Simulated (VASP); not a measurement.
Set up this calculation in VASP 6.6.1, as the native input.

```
Task                   : optical spectrum
Functional             : PBE
Potentials or basis    : VASP PAW PBE potentials, release 64 (Al, As)
Cutoff                 : 520 eV
k mesh                 : 8 × 8 × 8
Occupations            : gaussian, width 0.03 eV
Spin                   : no spin polarisation
Further INCAR settings : ALGO = Normal; EDIFF = 1e-06; NBANDS = 52
```

The structure of AlAs lies in POSCAR:

```
AlAs                                    
1.0
    0.0000000000      2.8408844734      2.8408844734
    2.8408844734      0.0000000000      2.8408844734
    2.8408844734      2.8408844734      0.0000000000
  Al              As            
     1     1
Direct
     0.0000000000000000    0.0000000000000000    0.0000000000000000
     0.2500000000000000    0.2500000000000000    0.2500000000000000
```

One way to write it, as run:

INCAR

```
PREC = Accurate
ENCUT = 520
EDIFF = 1E-6
ISMEAR = 0
SIGMA = 0.03
LREAL = False
LASPH = True
NELM = 80
ALGO = Normal
ISIF = 2
LWAVE = False
LCHARG = False
GGA = PE
LOPTICS = True
NBANDS = 52
NEDOS = 2000
CSHIFT = 0.05
```

KPOINTS

```
regular mesh
0
Gamma
  8 8 8
```

Potentials or basis: VASP PAW PBE potentials, release 64 (Al, As).

Run with:

```console
$ cat potpaw_PBE.64/Al/POTCAR potpaw_PBE.64/As/POTCAR > POTCAR
$ mpirun -np 1 vasp_std > vasp.out
```

It gave:

```
Pressure               : 1.9 GPa
Band gap on the k mesh : 1.45 eV, indirect (least direct gap 1.97 eV)
```

Caveat: spectra need much finer meshes, so this one isn't converged; independent-particle spectra lack excitons.

Wall time 32 s on 1 thread of Intel(R) Xeon(R) 6975P-C (Granite Rapids), on a shared host, peak memory 0.2 GiB.
